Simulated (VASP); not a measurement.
# FeSi (P1) in VASP: notebook, part 2 of 2

VASP 6.6.1.

### 5 Band structure, PBE, collinear spin, ferromagnetic start (atom 8 moved 0.45 Å)

The input, INCAR:

```
SYSTEM = FeSi
PREC = Accurate
ENCUT = 520
EDIFF = 1E-6
ISMEAR = -1
SIGMA = 0.05
LREAL = .FALSE.
LASPH = .TRUE.
NELM = 150
ALGO = Normal
ISIF = 2
LWAVE = .FALSE.
LCHARG = .FALSE.
ISPIN = 2
MAGMOM = 3 3 3 3 0 0 0 0
LORBIT = 11
LMAXMIX = 4
GGA = PE
NBANDS = 38
```

The input, KPOINTS:

```
regular mesh
0
G
  5 5 5
  0 0 0
```

The input, POSCAR:

```
FeSi
1.0
    4.4670000000      0.0000000000      0.0000000000
    0.0000000000      4.4670000000      0.0000000000
    0.0000000000      0.0000000000      4.4670000000
Fe Si
4 4
Direct
    0.1421665700      0.1417370900      0.1396578900
    0.3741665700      0.8737370900      0.6396578900
    0.6421665700      0.3737370900      0.8716578900
    0.8741665700      0.6417370900      0.3716578900
    0.8526665700      0.8522370900      0.8501578900
    0.6636665700      0.1632370900      0.3501578900
    0.3526665700      0.6632370900      0.1611578900
    0.0983340300      0.2903403600      0.6158947700
```

The input, KPOINTS_OPT:

```
path GXMGRX,MR
20
line-mode
reciprocal
 0.0000000000  0.0000000000  0.0000000000  G
 0.0000000000  0.5000000000  0.0000000000  X

 0.0000000000  0.5000000000  0.0000000000  X
 0.5000000000  0.5000000000  0.0000000000  M

 0.5000000000  0.5000000000  0.0000000000  M
 0.0000000000  0.0000000000  0.0000000000  G

 0.0000000000  0.0000000000  0.0000000000  G
 0.5000000000  0.5000000000  0.5000000000  R

 0.5000000000  0.5000000000  0.5000000000  R
 0.0000000000  0.5000000000  0.0000000000  X

 0.5000000000  0.5000000000  0.0000000000  M
 0.5000000000  0.5000000000  0.5000000000  R
```

Potentials or basis: VASP PAW PBE potentials, release 64 (Fe, Si).

The run is started by

```
$ cat potpaw_PBE.64/Fe/POTCAR potpaw_PBE.64/Si/POTCAR > POTCAR
$ mpirun -np 1 vasp_std > vasp.out
```

OUTCAR:

```text
SYSTEM = FeSi
   PREC = Accurate
   ENCUT = 520
   EDIFF = 1E-6
   ISMEAR = -1
   LREAL = .FALSE.
   LASPH = .TRUE.
   NELM = 150
   ISIF = 2
   ISPIN = 2
   LORBIT = 11
   GGA = PE

 ion  position               nearest neighbor table
   1  0.142  0.142  0.140-   8 2.24   5 2.24   7 2.34   6 2.34   8 2.44   6 2.51   7 2.51   4 2.74
                             2 2.74   2 2.74   3 2.74   4 2.74   3 2.74
   2  0.374  0.874  0.640-   8 2.23   6 2.24   5 2.34   7 2.34   7 2.51   5 2.51   4 2.74   1 2.74
                             1 2.74   3 2.74   4 2.74   3 2.74   8 2.88
   3  0.642  0.374  0.872-   7 2.24   6 2.34   5 2.34   8 2.37   5 2.51   6 2.51   8 2.71   4 2.74
                             2 2.74   2 2.74   4 2.74   1 2.74   1 2.74
   4  0.874  0.642  0.372-   8 2.16   6 2.34   7 2.34   5 2.34   6 2.51   5 2.51   7 2.51   1 2.74
                             3 2.74   2 2.74   1 2.74   2 2.74   3 2.74
   5  0.853  0.852  0.850-   1 2.24   2 2.34   4 2.34   3 2.34   8 2.48   3 2.51   2 2.51   4 2.51
                             7 2.76   6 2.76   6 2.76   7 2.76   8 2.93
   6  0.664  0.163  0.350-   2 2.24   3 2.34   4 2.34   1 2.34   8 2.35   1 2.51   3 2.51   4 2.51
                             5 2.76   7 2.76   7 2.76   5 2.76   8 2.85
   7  0.353  0.663  0.161-   3 2.24   1 2.34   4 2.34   2 2.34   2 2.51   1 2.51   4 2.51   5 2.76
                             6 2.76   6 2.76   5 2.76   8 2.86
   8  0.098  0.290  0.616-   4 2.16   2 2.23   1 2.24   6 2.35   3 2.37   1 2.44   5 2.48   3 2.71
                             6 2.85   7 2.86   2 2.88   5 2.93

  LATTYP: Found a simple cubic cell.
 ALAT       =     4.4670000000

  Lattice vectors:

 A1 = (   4.4670000000,   0.0000000000,   0.0000000000)
 A2 = (   0.0000000000,   4.4670000000,   0.0000000000)
 A3 = (   0.0000000000,   0.0000000000,   4.4670000000)

Analysis of symmetry for initial positions (statically):
=====================================================================
 Subroutine PRICEL returns:
 Original cell was already a primitive cell.

 Routine SETGRP: Setting up the symmetry group for a
 simple cubic supercell.

 Subroutine GETGRP returns: Found  1 space group operations
 (whereof  1 operations were pure point group operations)
 out of a pool of 48 trial point group operations.

[... 1147 lines left out ...]
      6       4.5960      1.00000
[... 925 lines left out ...]
     35      14.4889      0.00000
     36      16.2276      0.00000

 [... further k-points ...]

 [bands above 36 left out]

------------------------ aborting loop because EDIFF is reached ----------------------------------------

  FORCE on cell =-STRESS in cart. coord.  units (eV):
  Direction    XX          YY          ZZ          XY          YZ          ZX
  --------------------------------------------------------------------------------------
  -------------------------------------------------------------------------------------
  Total        1.9420791      1.8522952      1.9358948     -0.2805065      0.0177114      0.5357861
  in kB       34.9083754     33.2945335     34.7972144     -5.0420328      0.3183576      9.6306184
  external PRESSURE =      34.3333744 kB  Pullay stress =       0.0000000 kB

 VOLUME and BASIS-vectors are now :
 -----------------------------------------------------------------------------
  energy-cutoff  :      520.00
  volume of cell :       89.13
      direct lattice vectors                 reciprocal lattice vectors
     4.467000000  0.000000000  0.000000000     0.223863891  0.000000000  0.000000000
     0.000000000  4.467000000  0.000000000     0.000000000  0.223863891  0.000000000
     0.000000000  0.000000000  4.467000000     0.000000000  0.000000000  0.223863891

 POSITION                                       TOTAL-FORCE (eV/Angst)
 -----------------------------------------------------------------------------------
      0.63506      0.63314      0.62385         0.248653      0.102393     -0.904504
      1.67140      3.90298      2.85735        -0.064195     -0.624629      0.120617
      2.86856      1.66948      3.89370        -0.512799     -0.606741     -0.555544
      3.90490      2.86664      1.66020        -0.615091      0.841119     -0.530079
      3.80886      3.80694      3.79766        -0.286706     -0.959953      0.143084
      2.96460      0.72918      1.56416        -1.054079      0.022221     -0.871581
      1.57536      2.96268      0.71989        -0.338075      0.019474      0.145851
      0.43926      1.29695      2.75120         2.622292      1.206115      2.452157
 -----------------------------------------------------------------------------------
    total drift:                               -0.000318     -0.000130      0.000089

  FREE ENERGIE OF THE ION-ELECTRON SYSTEM (eV)
  ---------------------------------------------------
  free  energy   TOTEN  =       -57.8594728449 eV

  energy  without entropy=      -57.7907227534  energy(sigma->0) =      -57.82509780

 total charge

# of ion       s       p       d       tot
------------------------------------------
    1        0.443   0.649   6.594   7.687
    2        0.438   0.624   6.554   7.616
    3        0.429   0.615   6.514   7.558
    4        0.441   0.641   6.591   7.673
    5        0.737   0.907   0.000   1.644
    6        0.733   0.919   0.000   1.652
    7        0.742   0.891   0.000   1.633
    8        0.754   0.932   0.000   1.686
--------------------------------------------------
tot          4.718   6.179  26.253  37.149

 magnetization (x)

# of ion       s       p       d       tot
------------------------------------------
    1       -0.002  -0.005   0.477   0.471
    2       -0.000  -0.002   0.662   0.660
    3        0.001   0.002   0.894   0.897
    4       -0.001  -0.004   0.465   0.460
    5       -0.007  -0.023   0.000  -0.029
    6       -0.007  -0.021   0.000  -0.028
    7       -0.007  -0.019   0.000  -0.026
    8       -0.007  -0.021   0.000  -0.027
--------------------------------------------------
tot         -0.029  -0.092   2.498   2.377
```

stdout:

```text
POSCAR found type information on POSCAR FeSi
 POSCAR found :  2 types and       8 ions
 scaLAPACK will be used
 LDA part: xc-table for (Slater+PW92), standard interpolation
 POSCAR, INCAR and KPOINTS ok, starting setup
 FFT: planning ... GRIDC
 FFT: planning ... GRID_SOFT
 FFT: planning ... GRID
 WAVECAR not read
 entering main loop
 Start KPOINTS_OPT (optional k-point list driver)
k-point batch [1-63\120]
k-point batch [64-120\120]
```

It took 14 min on 1 thread of Intel Xeon Platinum 8259CL at 2.50GHz (Skylake/Cascade Lake), shared host; peak memory 0.63 GiB.

Results:

| Item | Value |
| --- | --- |
| Free energy | -57.8595 eV |
| Pressure | 3.4 GPa |
| Largest force | 3.787 eV/Å |
| Band gap along the path | none (metal or under the smearing width) |
| Net moment | 2.27 μB per cell |
| Site moments | Fe +0.47, +0.66, +0.90, +0.46; Si -0.03 μB |
| Valence electrons inside the program's atomic spheres | Fe 7.69, 7.62, 7.56, 7.67; Si 1.64, 1.65, 1.63, 1.69 |

Forces on the atoms (eV/Å):
```
Fe   0.249  0.102 -0.905
Fe  -0.064 -0.625  0.121
Fe  -0.513 -0.607 -0.556
Fe  -0.615  0.841 -0.530
Si  -0.287 -0.960  0.143
Si  -1.054  0.022 -0.872
Si  -0.338  0.019  0.146
Si   2.622  1.206  2.452
```

Stress tensor (GPa, compression positive):
```
 3.49 -0.50  0.96
-0.50  3.33  0.03
 0.96  0.03  3.48
```

Levels at the corners of the path, in eV from the Fermi level:
Spin up:
| point | band 22 | band 23 | band 24 | band 25 | band 26 | band 27 | band 28 | band 29 |
| --- | --- | --- | --- | --- | --- | --- | --- | --- |
| Γ | -0.50 | -0.46 | -0.41 | 0.16 | 0.22 | 0.34 | 2.29 | 2.80 |
| X | -0.77 | -0.42 | -0.35 | -0.20 | -0.12 | 1.13 | 1.63 | 1.83 |
| X | -0.77 | -0.42 | -0.35 | -0.20 | -0.12 | 1.13 | 1.63 | 1.83 |
| M | -1.18 | -0.75 | -0.70 | 0.17 | 0.33 | 0.68 | 0.98 | 2.46 |
| M | -1.18 | -0.75 | -0.70 | 0.17 | 0.33 | 0.68 | 0.98 | 2.46 |
| Γ | -0.50 | -0.46 | -0.41 | 0.16 | 0.22 | 0.34 | 2.29 | 2.80 |
| Γ | -0.50 | -0.46 | -0.41 | 0.16 | 0.22 | 0.34 | 2.29 | 2.80 |
| R | -0.94 | -0.93 | -0.85 | 0.04 | 0.05 | 0.09 | 0.20 | 4.36 |
| R | -0.94 | -0.93 | -0.85 | 0.04 | 0.05 | 0.09 | 0.20 | 4.36 |
| X | -0.77 | -0.42 | -0.35 | -0.20 | -0.12 | 1.13 | 1.63 | 1.83 |
| M | -1.18 | -0.75 | -0.70 | 0.17 | 0.33 | 0.68 | 0.98 | 2.46 |
| R | -0.94 | -0.93 | -0.85 | 0.04 | 0.05 | 0.09 | 0.20 | 4.36 |
Spin down:
| point | band 19 | band 20 | band 21 | band 22 | band 23 | band 24 | band 25 | band 26 | band 27 | band 28 |
| --- | --- | --- | --- | --- | --- | --- | --- | --- | --- | --- |
| Γ | -1.36 | -0.26 | -0.16 | 0.02 | 0.14 | 0.38 | 0.78 | 0.92 | 1.02 | 2.59 |
| X | -1.10 | -1.00 | -0.27 | -0.14 | 0.14 | 0.26 | 0.45 | 0.51 | 1.63 | 2.12 |
| X | -1.10 | -1.00 | -0.27 | -0.14 | 0.14 | 0.26 | 0.45 | 0.51 | 1.63 | 2.12 |
| M | -1.05 | -0.95 | -0.85 | -0.62 | -0.28 | -0.14 | 0.78 | 0.92 | 1.27 | 1.52 |
| M | -1.05 | -0.95 | -0.85 | -0.62 | -0.28 | -0.14 | 0.78 | 0.92 | 1.27 | 1.52 |
| Γ | -1.36 | -0.26 | -0.16 | 0.02 | 0.14 | 0.38 | 0.78 | 0.92 | 1.02 | 2.59 |
| Γ | -1.36 | -0.26 | -0.16 | 0.02 | 0.14 | 0.38 | 0.78 | 0.92 | 1.02 | 2.59 |
| R | -0.63 | -0.50 | -0.48 | -0.41 | -0.40 | -0.21 | 0.65 | 0.74 | 0.83 | 0.85 |
| R | -0.63 | -0.50 | -0.48 | -0.41 | -0.40 | -0.21 | 0.65 | 0.74 | 0.83 | 0.85 |
| X | -1.10 | -1.00 | -0.27 | -0.14 | 0.14 | 0.26 | 0.45 | 0.51 | 1.63 | 2.12 |
| M | -1.05 | -0.95 | -0.85 | -0.62 | -0.28 | -0.14 | 0.78 | 0.92 | 1.27 | 1.52 |
| R | -0.63 | -0.50 | -0.48 | -0.41 | -0.40 | -0.21 | 0.65 | 0.74 | 0.83 | 0.85 |

Caveat: forces of over 1 eV/Å show positions far from the minimum, so gaps and moduli don't describe the material at rest.

### 6 Band structure, LDA, collinear spin, ferromagnetic start (atom 8 moved 0.45 Å)

POSCAR is that of step 5.

The input, INCAR.step1:

```
PREC = Accurate
ENCUT = 520
EDIFF = 1E-6
ISMEAR = -1
SIGMA = 0.05
LREAL = False
LASPH = True
NELM = 150
ALGO = Normal
ISIF = 2
LWAVE = False
LCHARG = True
ISPIN = 2
MAGMOM = 3 3 3 3 0 0 0 0
LORBIT = 11
LMAXMIX = 4
NBANDS = 38
```

The input, KPOINTS.step1:

```
regular mesh
0
Gamma
  5 5 5
```

The input, INCAR.step2:

```
PREC = Accurate
ENCUT = 520
EDIFF = 1E-6
ISMEAR = 0
SIGMA = 0.05
LREAL = False
LASPH = True
NELM = 150
ALGO = Normal
ISIF = 2
LWAVE = False
LCHARG = False
ISPIN = 2
MAGMOM = 3 3 3 3 0 0 0 0
LORBIT = 11
LMAXMIX = 4
NBANDS = 38
ICHARG = 11
```

The input, KPOINTS.step2:

```
path GXMGRX,MR
15
line-mode
reciprocal
 0.0000000000  0.0000000000  0.0000000000  G
 0.0000000000  0.5000000000  0.0000000000  X

 0.0000000000  0.5000000000  0.0000000000  X
 0.5000000000  0.5000000000  0.0000000000  M

 0.5000000000  0.5000000000  0.0000000000  M
 0.0000000000  0.0000000000  0.0000000000  G

 0.0000000000  0.0000000000  0.0000000000  G
 0.5000000000  0.5000000000  0.5000000000  R

 0.5000000000  0.5000000000  0.5000000000  R
 0.0000000000  0.5000000000  0.0000000000  X

 0.5000000000  0.5000000000  0.0000000000  M
 0.5000000000  0.5000000000  0.5000000000  R
```

Potentials or basis: VASP PAW LDA potentials, release 64 (Fe, Si).

The run is started by

```
$ cat potpaw_LDA.64/Fe/POTCAR potpaw_LDA.64/Si/POTCAR > POTCAR
$ cp INCAR.step1 INCAR
$ cp KPOINTS.step1 KPOINTS
$ mpirun -np 1 vasp_std > vasp.out
$ cp INCAR.step2 INCAR
$ cp KPOINTS.step2 KPOINTS
$ mpirun -np 1 vasp_std > vasp.out
```

Run time: 16 min. Hardware: 1 thread of Intel Xeon Platinum 8259CL at 2.50GHz (Skylake/Cascade Lake), shared host; peak memory 0.46 GiB.

It converged, with:

| Property | Result |
| --- | --- |
| Band gap along the path | none (metal or under the smearing width) |
| Net moment | 0.13 μB per cell |

Levels at the corners of the path, in eV from the Fermi level:
Spin up:
```csv
point,band 21,band 22,band 23,band 24,band 25,band 26,band 27,band 28
Γ,-0.39,-0.24,-0.11,-0.01,0.39,0.49,0.57,2.41
X,-0.51,-0.44,-0.16,-0.08,0.05,0.13,1.34,1.83
X,-0.51,-0.44,-0.16,-0.08,0.05,0.13,1.34,1.83
M,-1.15,-0.93,-0.52,-0.40,0.41,0.55,0.93,1.21
M,-1.15,-0.93,-0.52,-0.40,0.41,0.55,0.93,1.21
Γ,-0.39,-0.24,-0.11,-0.01,0.39,0.49,0.57,2.41
Γ,-0.39,-0.24,-0.11,-0.01,0.39,0.49,0.57,2.41
R,-0.76,-0.70,-0.69,-0.57,0.24,0.34,0.38,0.43
R,-0.76,-0.70,-0.69,-0.57,0.24,0.34,0.38,0.43
X,-0.51,-0.44,-0.16,-0.08,0.05,0.13,1.34,1.83
M,-1.15,-0.93,-0.52,-0.40,0.41,0.55,0.93,1.21
R,-0.76,-0.70,-0.69,-0.57,0.24,0.34,0.38,0.43
```
Spin down:
```csv
point,band 21,band 22,band 23,band 24,band 25,band 26,band 27,band 28
Γ,-0.37,-0.22,-0.08,0.04,0.42,0.53,0.60,2.43
X,-0.49,-0.40,-0.13,-0.04,0.08,0.16,1.37,1.85
X,-0.49,-0.40,-0.13,-0.04,0.08,0.16,1.37,1.85
M,-1.12,-0.89,-0.50,-0.37,0.44,0.57,0.97,1.23
M,-1.12,-0.89,-0.50,-0.37,0.44,0.57,0.97,1.23
Γ,-0.37,-0.22,-0.08,0.04,0.42,0.53,0.60,2.43
Γ,-0.37,-0.22,-0.08,0.04,0.42,0.53,0.60,2.43
R,-0.73,-0.67,-0.66,-0.54,0.27,0.38,0.42,0.46
R,-0.73,-0.67,-0.66,-0.54,0.27,0.38,0.42,0.46
X,-0.49,-0.40,-0.13,-0.04,0.08,0.16,1.37,1.85
M,-1.12,-0.89,-0.50,-0.37,0.44,0.57,0.97,1.23
R,-0.73,-0.67,-0.66,-0.54,0.27,0.38,0.42,0.46
```

Caveat: the log is that of the step along the path at fixed density, whose energy, stress, charges and moments have no meaning; the starting moments collapsed, and a magnetic state may lie lower.
